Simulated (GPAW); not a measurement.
Crystal: InP.

```
In P
1.0
     4.14435    0.00000    0.00000
     2.07218    3.58911    0.00000
     2.07218    1.19637    3.38385
In P
1 1
Direct
  0.00000 0.00000 0.00000
  0.75000 0.75000 0.75000
```

Base run:

- Program: GPAW 26.7.0
- Functional: PBE
- Potentials or basis: GPAW PAW data sets (gpaw-data 1.2.1)
- Basis: lcao:dzp
- Grid spacing: 0.2 Å
- k mesh: 6 × 6 × 6
- Occupations: fermi-dirac, width 0.05 eV
- Spin: no spin polarisation

Its results: band gap on the k mesh 0.75 eV, direct.

**Question.** The run is repeated on the same cell with these changes: basis from lcao:dzp to pw; spin from no spin polarisation to spin-orbit coupling, no magnetisation. What comes out?

**Answer.** Band gap on the k mesh 0.68 eV, direct.

Several settings changed at once, so the effect can't be laid on one alone.

Caveats: spin-orbit coupling is left out, which moves the levels of the heavy elements (some runs); the basis of atomic orbitals isn't converged, which shifts pressures, moduli and gaps (some runs); spin-orbit coupling was added after a scalar SCF, so levels and gaps hold it while energy, forces, pressure and moments don't (some runs); this program's spin-orbit splittings come out too wide for heavy elements (some runs).

Not every run made on this cell is shown here.
